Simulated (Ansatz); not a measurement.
Zinc-blende AlSb

Level of theory: B3LYP (VWN-RPA form) in Ansatz (plane waves, PAW).

Numerical settings: plane-wave cutoff 460 eV, 8×8×8 k mesh, Fermi–Dirac smearing 0.01 eV, scalar-relativistic PAW data made under PBE.

Cell (relaxed at this level):

```xyz
2
Lattice="0.0000 3.1198 3.1198 3.1198 0.0000 3.1198 3.1198 3.1198 0.0000" Properties=species:S:1:pos:R:3 pbc="T T T"
Al     0.0000     0.0000     0.0000
Sb     1.5599     1.5599     1.5599
```

For zinc-blende AlSb, the bulk modulus B0 is 50.1 GPa, the band gap comes out as 2.21 eV (on the SCF k mesh) and the width of the whole s-p valence band is 11.41 eV. The pressure derivative B′ of the bulk modulus is 4.5.

Measured, for comparison: band gap 1.73 eV (zero-point renormalisation of 35 meV (experimental, the table's column) added back here, indirect; inputs from Miglio et al. (2020), arXiv:2011.12765); bulk modulus 58.2 GPa (temperature not stated, not corrected to a static lattice; as tabulated in Toher et al. (2017), arXiv:1611.05714). Computed (rounded) less measured: bulk modulus -14 %.

Spin–orbit coupling is not included; with these elements it can move the gap by several tenths of an eV or more.

The computed numbers hold no vibrational or temperature effects.

Ansatz is an electronic-structure program.
